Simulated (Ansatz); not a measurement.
# 1T-PbSeTe monolayer in a perpendicular field, part 2 of 2

Aim: how the 1T-PbSeTe monolayer screens a field along its normal, and what the field does to its bands. A positive field points along +c.

Ansatz 0.2.0; plane-wave DFT, PBE-D4, Ansatz PAW (set soft_1); PAW set soft_1 (the session's first sound run).

So far, equivalent conductor thickness p/(ε₀AE) (Å): 6.43 in steps 9, 12 and 15.

## 16. Same geometry, cutoff 500 eV, functional r2SCAN

This step: plane-wave DFT, r2SCAN, Ansatz PAW (set soft_1); PAW set soft_1 (Ansatz 0.2.0).

The geometry is kept and the functional is r2SCAN; other changes against the main runs: SCF threshold 1.0e-10 → 1.0e-09 eV, cutoff 420 → 500, k-mesh 12×12×1 → 6×6×1 and no dispersion term, which doesn't act on the electrons.

input.yaml reads:

```yaml
crystal:
  lattice:
    - [3.8788864731, 0.0, 0.0]
    - [-1.9394432365, 3.3592142241, 0.0]
    - [0.0, 0.0, 22.0037268578]
  atoms:
    - { symbol: Te, position: [0.6666666667, 0.3333333333, 0.4090216198] }
    - { symbol: Pb, position: [0.0, 0.0, 0.5146748763] }
    - { symbol: Se, position: [0.3333333333, 0.6666666667, 0.5909783802] }
kpoints:
  mp_grid: { grid: [6, 6, 1] }
hamiltonian:
  xc: r2scan
  pseudopotentials: { kind: paw, azcp: { folder: soft_1 } }
scf:
  occupations: { method: fermi_dirac, width: 0.05 }
  convergence: { dr2_threshold: 1.0e-09 }
efield:
  axis: 3
  dipole_correction: true
  ramp_position: 0.95
  ramp_width: 0.0918
  amplitude: 0.1
output:
  write_potential: true
  write_density: true
  volumetric_format: npy
```

The run is started by

```bash
$ ansatz run input.yaml --threads 4 --pin off --max-ram 6144MiB --backend cpu --events-out ev --progress --plain --runs-dir out
```

It took 7.3 s on 4 threads of Arm Neoverse V1, shared host; peak memory 1 GiB; 28 s of CPU time.

The dipole is 0.0178 e·Å.

## 17. Same geometry, cutoff 500 eV, functional r2SCAN (run 2)

Edit input.yaml of step 16 so:

```diff
@@ -22,3 +22,3 @@
   ramp_width: 0.0918
-  amplitude: 0.1
+  amplitude: -0.1
 output:
```

Run time: 7.3 s. Hardware: 4 threads; peak memory 1 GiB; 28 s of CPU time.

The dipole is -0.0741 e·Å.

## 18. Response at this level

This step: plane-wave DFT, r2SCAN, Ansatz PAW (set soft_1); response to a field along the normal, atoms held; PAW set soft_1 (Ansatz 0.2.0).

The induced dipole is that of a conductor 6.38 Å thick.

## 19. Same geometry, cutoff 420 eV, functional HSE06

This step: plane-wave DFT, HSE06, Ansatz PAW (set soft_1); PAW set soft_1 (Ansatz 0.2.0).

The geometry is kept and the functional is HSE06; other changes against the main runs: SCF threshold 1.0e-10 → 1.0e-09 eV, k-mesh 12×12×1 → 6×6×1 and no dispersion term, which doesn't act on the electrons.

Edit input.yaml of step 17 so:

```diff
@@ -12,3 +12,3 @@
 hamiltonian:
-  xc: r2scan
+  xc: hse06
   pseudopotentials: { kind: paw, azcp: { folder: soft_1 } }
@@ -22,3 +22,3 @@
   ramp_width: 0.0918
-  amplitude: -0.1
+  amplitude: 0.1
 output:
```

Wall time 44 s (4 threads); peak memory 3.6 GiB; 2.6 min of CPU time.

The dipole is 0.0178 e·Å.

## 20. Same geometry, cutoff 420 eV, functional HSE06 (run 2)

Edit input.yaml of step 19 so:

```diff
@@ -22,3 +22,3 @@
   ramp_width: 0.0918
-  amplitude: 0.1
+  amplitude: -0.1
 output:
```

Elapsed: 44 s, on 4 threads; peak memory 3.6 GiB.

The dipole is -0.0743 e·Å.

## 21. Side by side

Times are for 4 threads of Arm Neoverse V1, shared host. The series side by side:

```tsv
no.	functional	field	dipole along the normal (e·Å)	time	memory (GiB)
1	lda	0.1 V/Å	0.01986	2.5 s	0.52
2	lda	-0.1 V/Å	-0.07272	2.6 s	0.51
3	pbe	0.1 V/Å	0.01970	2.5 s	0.53
4	pbe	-0.1 V/Å	-0.07292	2.4 s	0.52
5	r2scan	0.1 V/Å	0.01778	7.3 s	1.0
6	r2scan	-0.1 V/Å	-0.07406	7.3 s	1.0
7	hse06	0.1 V/Å	0.01781	44 s	3.6
8	hse06	-0.1 V/Å	-0.07427	44 s	3.6
```

## 22. Response at this level

This step: plane-wave DFT, HSE06, Ansatz PAW (set soft_1); response to a field along the normal, atoms held; PAW set soft_1 (Ansatz 0.2.0).

The induced dipole is that of a conductor 6.39 Å thick.

## 23. Varying the input: scf.lower_state_search = "standard"

This step: plane-wave DFT, PBE-D4, Ansatz PAW (set soft_1) (Ansatz 0.2.0).

A run with a changed input: it repeats the earlier run at 0.03 V/Å with scf.lower_state_search to standard.

input.yaml, the sections that differ from step 20:

```yaml
kpoints:
  mp_grid: { grid: [12, 12, 1] }
  band_path:
    path: [[0, 0, 0], [0.5, 0, 0], [0.33333333, 0.33333333, 0], [0, 0, 0]]
    npoints: 16
hamiltonian:
  xc: pbe
  dispersion: d4
  pseudopotentials: { kind: paw, azcp: { folder: soft_1 } }
scf:
  occupations: { method: fermi_dirac, width: 0.05 }
  convergence: { dr2_threshold: 1.0e-10 }
  lower_state_search: standard
efield:
  axis: 3
  dipole_correction: true
  ramp_position: 0.97
  ramp_width: 0.06
  amplitude: 0.03
# crystal, output: as in step 20
```

Run time: 9.2 s. Hardware: 4 threads; peak memory 0.61 GiB; 35 s of CPU time.

Numbers from this step:

```
energy at zero smearing : -24358.7348 eV
dipole along the normal : -0.01193 e·Å
```

Electronic bands along the path, in eV, zero at the Fermi level:

```tsv
point	band 20	band 21	band 22	band 23	band 24	band 25	band 26	band 27
Γ	-0.43	-0.43	0.29	0.95	0.95	3.37	4.62	4.62
halfway	-1.98	-1.38	-1.10	0.36	0.43	3.11	4.61	4.85
M	-2.74	-1.65	-1.65	-0.41	-0.07	2.99	3.65	4.63
halfway	-2.86	-2.47	-1.51	-1.01	-0.08	3.23	3.78	4.48
K	-3.16	-3.11	-1.64	-1.06	-0.37	3.33	3.43	4.94
halfway	-2.34	-1.75	-1.21	-0.42	0.69	3.54	3.92	4.90
Γ	-0.43	-0.43	0.29	0.95	0.95	3.37	4.62	4.62
```

```tsv
quantity	this run	earlier run	difference
dipole along the normal (e·Å)	-0.01193	-0.01193	0
```

The dipole moves by under 0.5 % or 5e-5 e·Å.

Of the bands kept, 3 cross the Fermi level on this path.

## 24. Results

| Property | Result |
| --- | --- |
| gap without field | none |
| work function, upper face | 5.57 eV |
| step between the vacuum levels | 0.359 eV |
| equivalent conductor thickness, atoms held | 6.43 Å |
| equivalent conductor thickness, LDA | 6.43 Å |
| equivalent conductor thickness, PBE | 6.43 Å |
| equivalent conductor thickness, r2SCAN | 6.38 Å |
| equivalent conductor thickness, HSE06 | 6.39 Å |

What this shows: The induced dipole equals that of a perfect conductor 6.43 Å thick, while the outer atoms lie 4.00 Å apart. The two faces differ: the vacuum level above lies 0.36 eV higher than the one below. Across the functionals the thickness runs from 6.38 to 6.43 Å; those runs use a coarser k-mesh, so they are to be compared with each other. There is no gap over 0.03 eV, with or without the field. Spin-orbit coupling is left out, which matters for the bands of elements this heavy.

[Logs are printed without paths, hosts, clocks, repeated set-up lines and the standing remarks that a program may print on its own settings, such as how far it seeks lower states.]

[Hosts, paths, dates, database ids (printed as entryN), source tags and the programs' standing remarks are cut or masked in the printed files.]

[Maps of the electrostatic potential energy from Ansatz leave out the sawtooth potential of an applied field or a dipole correction, so their vacuum need not be flat; planar profiles and work functions include it.]
